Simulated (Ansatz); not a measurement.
Runs of Ansatz 0.2.0 on Ta2N. It takes space group P-3m1 (No. 164, trigonal). Conventional cell: a = 3.113 Å, b = 3.113 Å, c = 4.870 Å, α = 90.00°, β = 90.00°, γ = 120.00°. Ta (site symmetry 3m) is surrounded by 3 N at 2.18 Å. N (site symmetry -3m) has 6 Ta at 2.18 Å as nearest neighbours. The cell comes from a database or a generator and needn't be the stable form of this composition.

```csv
task,level,potentials or basis,spin,U,cell,k mesh,cutoff (eV),smearing,hubbard projectors,double counting,temperature,other keys,gap on the mesh (eV),pressure (GPa),largest force (eV/Å)
single point,BPBE,Ansatz PAW,"SOC, no magnetisation",-,volume scaled by 1.04,10 × 10 × 6,420,fermi-dirac 0.01 eV,-,-,-,-,none,(a),0.20
ladder of functionals,PBE+U,PseudoDojo standard (PBE files),"SOC, no magnetisation",Ta d U = 5 eV,cell strained at random at fixed volume,8 × 8 × 4,1143,methfessel-paxton 0.1 eV,all-electron-ortho-atomic,fll (the default),-,-,none,3.6,0.25
relaxation of cell and atoms,RPBE,JTH PAW,off,-,"relaxed from: atoms moved at random, drawn with an rms of 0.1 Å",8 × 8 × 4,1320,gaussian 0.1 eV,-,-,-,scf.occupations.method = gaussian; scf.occupations.width = 0.1,none,0.0,-
atomic charges,BLYP+D3(BJ),Ansatz PAW,"SOC, no magnetisation",-,as given,10 × 10 × 6,420,tetrahedron,-,-,-,-,none,-7.7,0.41
```

**Question.** Fill in the values left out.

**Answer.** (a) -11.7.

Caveats: the PAW data sets come from PBE, with cores solved anew for the run's functional, which leaves a small shift of forces and pressure (some runs); U without spin polarisation on a metal has little footing (some runs); the plane-wave basis is chosen anew once the cell has moved, so the energies of steps on either side of that aren't comparable (some runs); pairwise dispersion overbinds metals, which lowers pressure and volume (some runs); with tetrahedron occupations forces and stress needn't match the slope of the energy (some runs).

A k mesh can miss the band edges, and rows without SOC leave out spin-orbit coupling on Ta.

A gap of «none» marks a metal or a gap under the smearing width.
